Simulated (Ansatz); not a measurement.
# Structures of SnO2: which is lowest?

Plane-wave DFT in Ansatz with scalar-relativistic PAW potentials, cutoff 420 eV, Γ-centred meshes chosen by cell and gap, Gaussian smearing with energies taken to zero width. Every cell was relaxed (cell and atoms) in a run of its own, within the symmetry of its start. Functional: PBEsol.

Relaxed structures (starts from databases or built by putting these elements on another compound's sites):
A. P-3m1, 3 atoms in the computed cell, a = 3.194 Å, c = 4.964 Å; sites (symmetry × multiplicity) Sn -3m. × 1, O 3m. × 2; start: built
B. P4_2/mnm, 6 atoms in the computed cell, a = 4.768 Å, c = 3.212 Å; sites (symmetry × multiplicity) Sn m.mm × 2, O m.2m × 4; start: database
C. I4_1/amd, 6 atoms in the computed cell, a = 4.012 Å, c = 10.248 Å; sites (symmetry × multiplicity) Sn -4m2 × 4, O 2mm. × 8; start: database

Question: Rank them by energy. Could pressure change the order?

Answer:
| structure | group | E − E(lowest) (meV/atom) | V (Å³/atom) | gap on mesh (eV) |
| --- | --- | --- | --- | --- |
| B | P4_2/mnm | 0.0 | 12.17 | 0.92 |
| C | I4_1/amd | 74 | 13.74 | 1.54 |
| A | P-3m1 | 179 | 14.62 | 2.25 |

B is lowest, 74 meV/atom under C. The lowest is also the densest of these, so pressure wouldn't bring one of the others in at first order. Other structures may lie lower than all of these, and vibrations aren't counted.